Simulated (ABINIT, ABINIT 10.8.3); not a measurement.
# Lattice constant of antifluorite Li2S: LDA, gradient-corrected functionals and a dispersion correction compared

## Reference data

Lithium sulfide crystallises in the cubic antifluorite structure, with sulfur on a face-centred cubic lattice and lithium in all the tetrahedral holes. Both sites are fixed by symmetry, so one length describes the whole structure. For that length we use the cubic lattice constant of 5.71 Å listed in a printed reference work on crystal structures of fluorite and antifluorite compounds. It is a compiled value, and neither method nor temperature is given with it. We take it to be a room-temperature result, probably from powder X-ray diffraction, in which case it includes thermal expansion as well as zero-point motion. The diffraction cell from which our relaxations start, 5.708 Å, differs from it by only 0.002 Å; whether the two go back to independent measurements is not known to us.

| compared with | measured | source's wording or label | method |
| --- | --- | --- | --- |
| a (Å) | 5.71 | 0.5710 nm | compiled value, method not stated |

Conditions are those given with the value in the passage it was taken from; "not stated" means there, and the paper may say more elsewhere. The values are a selection: others may have been left out beforehand as unlike or outlying.

## Method

We look for the cheapest level of theory that gives the lattice constant $a$ of Li2S within 1 % of the compiled value. That limit is wide enough to take in most of the difference between a static calculated cell and a warm crystal, yet narrow enough to expose the usual error of a poorly suited functional, which is one to two per cent in length.

The model is the perfect primitive cell of three atoms, non-magnetic and insulating, relaxed at zero pressure. Lithium disorder sets in only at high temperature and is left out. The calculation has no zero-point or thermal motion. Both expand the lattice, and with an element as light as lithium we allow for several tenths of a per cent, perhaps as much as one per cent. A sound static result should therefore lie somewhat below 5.71 Å.

We begin with LDA at a modest cutoff and $k$ mesh, find out whether its error comes from the settings or from the functional, and move to gradient-corrected functionals if it is the functional that fails.

System: Li2S (lithium sulfide), antifluorite; Fm-3m (No. 225), 3 atoms in the primitive cell; the database structure is a diffraction structure: a = 5.708 Å; structure from the Crystallography Open Database.

## 1. LDA at modest settings

LDA is the simplest functional for this job, and a wide-gap insulator with a small cell needs few $k$ points. We relax the cell with PAW datasets at a cutoff of 20 Ha and a 4×4×4 mesh. LDA usually makes ionic solids too small, so we expect a lattice constant one to two per cent short, at or beyond the limit.

**Run 1.** ABINIT 10.8.3: LDA, JTH PAW datasets, cell and atoms relaxed from the database structure, cutoff 20 Ha, 4x4x4 k mesh, Gaussian smearing 0.02 eV.

Key lines of the input:
```
# potential files: JTH PAW datasets, made for LDA
ecut 20
pawecutdg 40
ecutsm 0.5
dilatmx 1.06
optcell 2
ionmov 2
ntime 50
tolmxf 5.0d-5
ngkpt 4 4 4
shiftk 0.0 0.0 0.0
occopt 7
tsmear 0.02 eV
nband 11
nstep 80
tolvrs 1.0d-10
diemac 6
pseudos "Li.xml, S.xml"
ntypat 2
znucl 3 16
natom 3
typat 1 1 2
# ... acell, rprim, xred
```

Command:
```
OMP_NUM_THREADS=1 mpirun -n 4 abinit run.abi > run.log
```

Selected lines of the output:
```
 At Broyd/MD step   5, gradients are converged :
-Cartesian components of stress tensor (GPa)         [Pressure= -5.3503E-03 GPa]
```

Converged; 7.8 s on 4 cores of Arm Neoverse V2, shared host.

| quantity | run 1 | measured | deviation |
| --- | --- | --- | --- |
| a (Å) | 5.577 | 5.71 | −0.133 (−2.3 %) |
| conventional cell volume (Å³) | 173.43 |  |  |
| final pressure (GPa) | −0.00535 |  |  |

The relaxation converged to 5.577 Å, 2.3 % below the compiled value and well outside the limit. The shortfall has the sign we expected of LDA but is somewhat larger than we had estimated. With the gradients converged and a residual pressure of only about −0.005 GPa, an unfinished relaxation is not the reason.

## 2. Cutoff, mesh and potentials under LDA

Before blaming the functional we test what else could shrink the cell. Three LDA relaxations follow: one with the cutoff raised to 26 Ha, one with a 6×6×6 mesh, and one with PseudoDojo norm-conserving potentials at 37 Ha in place of the PAW datasets. The first run took only seconds, so these checks are cheap. For a wide-gap insulator we expect the mesh to matter very little, and the cutoff and the potentials to shift $a$ by a few tenths of a per cent at most. If that holds, the miss belongs to LDA.

**Run 2.** ABINIT 10.8.3: LDA, JTH PAW datasets, cell and atoms relaxed from the database structure, cutoff 26 Ha, 4x4x4 k mesh, Gaussian smearing 0.02 eV.

Key lines of the input, as changed from run 1:
```diff
- ecut 20
- pawecutdg 40
+ ecut 26
+ pawecutdg 52
```

Command:
```
OMP_NUM_THREADS=1 mpirun -n 8 abinit run.abi > run.log
```

Selected lines of the output:
```
            acell      7.4550583519E+00  7.4550583519E+00  7.4550583519E+00 Bohr
```

Converged; 10 s on 8 cores of Intel Xeon at 2.80GHz (Skylake/Cascade Lake), shared host.

**Run 3.** ABINIT 10.8.3: LDA, JTH PAW datasets, cell and atoms relaxed from the database structure, cutoff 20 Ha, 6x6x6 k mesh, Gaussian smearing 0.02 eV.

Key lines of the input, as changed from run 1:
```diff
- ngkpt 4 4 4
+ ngkpt 6 6 6
```

Selected lines of the output:
```
            acell      7.4508126750E+00  7.4508126750E+00  7.4508126750E+00 Bohr
```

Converged; 12 s, same machine.

**Run 4.** ABINIT 10.8.3: LDA, PseudoDojo norm-conserving potentials, cell and atoms relaxed from the database structure, cutoff 37 Ha, 4x4x4 k mesh, Gaussian smearing 0.02 eV.

Key lines of the input, as changed from run 1:
```diff
- # potential files: JTH PAW datasets, made for LDA
- ecut 20
- pawecutdg 40
+ # potential files: PseudoDojo norm-conserving potentials, made for LDA
+ ecut 37
- pseudos "Li.xml, S.xml"
+ pseudos "Li.upf, S.upf"
```

Selected lines of the output:
```
            acell      7.4429663874E+00  7.4429663874E+00  7.4429663874E+00 Bohr
```

Converged; 13 s, same machine.

| quantity | run 2 | run 3 | run 4 | measured |
| --- | --- | --- | --- | --- |
| a (Å) | 5.579 | 5.576 | 5.570 | 5.71 |
| conventional cell volume (Å³) | 173.66 | 173.36 | 172.82 |  |
| final pressure (GPa) | 0.00464 | 0.00057 | −0.00035 |  |

None of the three changes brings LDA near the limit. The higher cutoff and the denser mesh move $a$ by 0.002 Å and 0.001 Å, so little that the stopping thresholds of the relaxations may account for part of it. Replacing the PAW datasets by norm-conserving potentials shortens the cell by 0.007 Å, away from the compiled value. All four LDA results lie between 2.3 and 2.5 % below 5.71 Å, and we assign the miss to the functional.

## 3. From LDA to PBE

The next step up is a gradient-corrected functional, at little extra cost for a cell of this size. We take PBE, with PAW datasets made for it in place of the LDA ones, and return to 20 Ha and the 4×4×4 mesh, since tightening either hardly changed the LDA cell. PBE commonly corrects the overbinding of LDA and often goes too far, by about one per cent in length. We expect a lattice constant near the compiled value, perhaps slightly above it.

**Run 5.** ABINIT 10.8.3: PBE, JTH PAW datasets, cell and atoms relaxed from the database structure, cutoff 20 Ha, 4x4x4 k mesh, Gaussian smearing 0.02 eV.

Key lines of the input, as changed from run 1:
```diff
- # potential files: JTH PAW datasets, made for LDA
+ # potential files: JTH PAW datasets, made for PBE
```

Selected lines of the output:
```
 At Broyd/MD step   3, gradients are converged :
            acell      7.6353444908E+00  7.6353444908E+00  7.6353444908E+00 Bohr
```

Converged; 6.6 s, same machine.

| quantity | run 5 | measured | deviation |
| --- | --- | --- | --- |
| a (Å) | 5.714 | 5.71 | +0.004 (+0.1 %) |
| conventional cell volume (Å³) | 186.57 |  |  |
| final pressure (GPa) | −0.00557 |  |  |

PBE gives 5.714 Å, 0.004 Å above the compiled value and well within the limit. The direct comparison flatters it somewhat. The calculated cell is static, and we argued in the plan that a sound static result should lie below 5.71 Å. Zero-point and thermal expansion would lengthen the PBE cell further, so the near coincidence probably contains some cancellation of errors. The cutoff and mesh tests above were made with LDA and do not strictly vouch for the PBE result.

## 4. Dispersion and a functional for solids

Two relaxations at the same cutoff and mesh should show whether a static cell below the compiled value comes out once the physics is changed. PBE+D3(BJ) adds the dispersion attraction that PBE lacks, at negligible cost, and must pull the ions closer together; how far is the open point, since pairwise dispersion corrections can be too strong for small cations such as lithium. PBEsol, a gradient correction designed for the lattice constants of solids, should fall between LDA and PBE. It is run with the PBE datasets, a mismatch we expect to matter little for so closely related a functional.

**Run 6.** ABINIT 10.8.3: PBE+D3(BJ), JTH PAW datasets, cell and atoms relaxed from the database structure, cutoff 20 Ha, 4x4x4 k mesh, Gaussian smearing 0.02 eV.

Key lines of the input, as changed from run 5:
```diff
+ vdw_xc 7
```

Selected lines of the output:
```
            acell      7.4501191910E+00  7.4501191910E+00  7.4501191910E+00 Bohr
```

Converged; 11 s, same machine.

**Run 7.** ABINIT 10.8.3: PBEsol, JTH PAW datasets, cell and atoms relaxed from the database structure, cutoff 20 Ha, 4x4x4 k mesh, Gaussian smearing 0.02 eV; PBE datasets.

Key lines of the input, as changed from run 5:
```diff
+ ixc -116133
```

Selected lines of the output:
```
            acell      7.5707583228E+00  7.5707583228E+00  7.5707583228E+00 Bohr
```

Converged; 7.5 s on 4 cores of Arm Neoverse V2, shared host.

| quantity | run 6 | run 7 | measured |
| --- | --- | --- | --- |
| a (Å) | 5.575 | 5.666 | 5.71 |
| conventional cell volume (Å³) | 173.32 | 181.87 |  |
| final pressure (GPa) | −0.00554 | −0.00651 |  |

The dispersion correction shortens the PBE cell by 0.139 Å, to 5.575 Å. That is 2.4 % below the compiled value, a clear miss and about as far off as LDA. Only the D3(BJ) term differs between this run and the PBE one, so the contraction is due to it. From theory we suspect the lithium coefficients: a Li⁺ ion has lost its easily polarised outer electron, and a correction that takes no account of the ionic charge can give it far too much attraction. We have not separated the contributions of the ion pairs, so this remains a conjecture.

PBEsol falls between LDA and PBE, as we had expected, at 5.666 Å. It lies 0.8 % below the compiled value and meets the target. The deviation has the sign we want of a static cell, and its size is within what we allowed for zero-point and thermal expansion. The result does rest on datasets made for PBE, and the effect of that mismatch on the cell is not shown in this report.

## Comparison with experiment

| run | settings | a (Å) | deviation | cost |
| --- | --- | --- | --- | --- |
| 1 | LDA, JTH PAW datasets, cutoff 20 Ha, 4x4x4 k mesh | 5.577 | −0.133 (−2.3 %) | under 1 core-min |
| 2 | LDA, JTH PAW datasets, cutoff 26 Ha, 4x4x4 k mesh | 5.579 | −0.131 (−2.3 %) | 83 core-s |
| 3 | LDA, JTH PAW datasets, cutoff 20 Ha, 6x6x6 k mesh | 5.576 | −0.134 (−2.3 %) | 95 core-s |
| 4 | LDA, PseudoDojo norm-conserving potentials, cutoff 37 Ha, 4x4x4 k mesh | 5.570 | −0.140 (−2.5 %) | 1.8 core-min |
| 5 | PBE, JTH PAW datasets, cutoff 20 Ha, 4x4x4 k mesh | 5.714 | +0.004 (+0.1 %) | under 1 core-min |
| 6 | PBE+D3(BJ), JTH PAW datasets, cutoff 20 Ha, 4x4x4 k mesh | 5.575 | −0.135 (−2.4 %) | 90 core-s |
| 7 | PBEsol, JTH PAW datasets, cutoff 20 Ha, 4x4x4 k mesh, PBE datasets | 5.666 | −0.044 (−0.8 %) | under 1 core-min |
|  | measured | 5.71 |  |  |

Further runs on the same system, made beside this series (convergence steps with loose settings among them):

| further | settings | a (Å) | deviation | cost |
| --- | --- | --- | --- | --- |
| F1 | Wu-Cohen GGA, JTH PAW datasets, cutoff 20 Ha, 4x4x4 k mesh, PBE datasets | 5.676 | −0.034 (−0.6 %) | 60 core-s |
| F2 | BLYP, JTH PAW datasets, cutoff 20 Ha, 4x4x4 k mesh, PBE datasets | 5.768 | +0.058 (+1.0 %) | 63 core-s |
| F3 | LDA, JTH PAW datasets, cutoff 14 Ha, 4x4x4 k mesh | 5.580 | −0.130 (−2.3 %) | under 1 core-min |
| F4 | LDA, JTH PAW datasets, cutoff 20 Ha, 4x4x4 k mesh, optcell 1 | 5.577 | −0.133 (−2.3 %) | under 1 core-min |
|  | measured | 5.71 |  |  |

## Discussion

PBE meets the target. It gives 5.714 Å, 0.1 % above the compiled 5.71 Å, for less than one core-minute. LDA also takes less than one core-minute but misses by 2.3 %, so the cheapest adequate level is a gradient-corrected functional. PBEsol meets the target at a similar cost, and with timings from different machines we can't call either of the two the cheaper.

The closeness of the PBE value overstates its accuracy. Zero-point and thermal motion, which we put at several tenths of a per cent to perhaps one per cent, would lengthen the cell and could use up most or all of the 1 % margin. PBEsol, 0.8 % short, and the Wu-Cohen functional, 0.6 % short, also meet the target, and their deviations have the sign and rough size of the missing expansion. They are physically the more plausible static results, though both rest on datasets made for PBE. BLYP, with the same mismatch, misses narrowly on the long side, and the missing expansion would carry it further off.

The step that mattered was the change from LDA to a gradient-corrected functional. The LDA checks of cutoff, mesh and potentials moved the cell by at most 0.007 Å and showed that the settings were not to blame; the denser mesh could have been spared. Adding D3(BJ) to PBE spoiled the result, shortening the cell by 0.139 Å. Too strong an attraction assigned to the lithium ions is our conjecture for the cause.

Two points stay open. Cutoff and mesh were checked with LDA, and a corresponding check for PBE is not shown in this report. The reference is a single compiled value without a temperature, so we can't say how much expansion it contains, nor rank PBE, PBEsol and Wu-Cohen by their distance from it.

[Logs are printed without paths, hosts, clocks, repeated set-up lines and the standing remarks that a program may print on its own settings, such as how far it seeks lower states.]

[The runs shown are a pick from a larger set of finished runs; failed, doubtful and other runs were left out of it ahead of writing. So were measured values far from every level or from commonly accepted values, and agreement can look better than it is. Lines of input and output are excerpts and may be shortened.]
